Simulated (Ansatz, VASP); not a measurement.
Two plane-wave programs on Ag

```
Ag
1.0
     2.72090    0.00000    0.00000
     0.00000    2.72090    0.00000
     0.00000    0.00000    2.72090
Ag
1
Direct
  0.00000 0.00000 0.00000
```

Alike in both runs: task single point; functional PBEsol; k mesh 13 × 13 × 13; occupations fermi-dirac, width 0.1 eV; no spin polarisation.

|  | VASP | Ansatz |
| --- | --- | --- |
| version | VASP 6.6.1 | Ansatz 0.2.0 |
| potentials or method | VASP PAW PBE potentials, release 64 (Ag) | plane waves (420 eV) with PAW, scalar-relativistic |
| plane-wave cutoff (eV) | 520 | 420 |
| valence electrons in the cell | 11 | 19 |

VASP gave:

```
pressure (GPa) : -3.3
```

**Question.** What did Ansatz give for the same quantities?

**Answer.** Pressure (GPa): -3.1.

The functional is the same, so the differences come from potentials, cutoffs and numerics. The two sets of potentials don't hold the same shells in valence. Ansatz warned: «pseudo_functional_mismatch».

Caveats: the PAW data sets were made with another functional, which shifts forces and pressure a little (VASP).
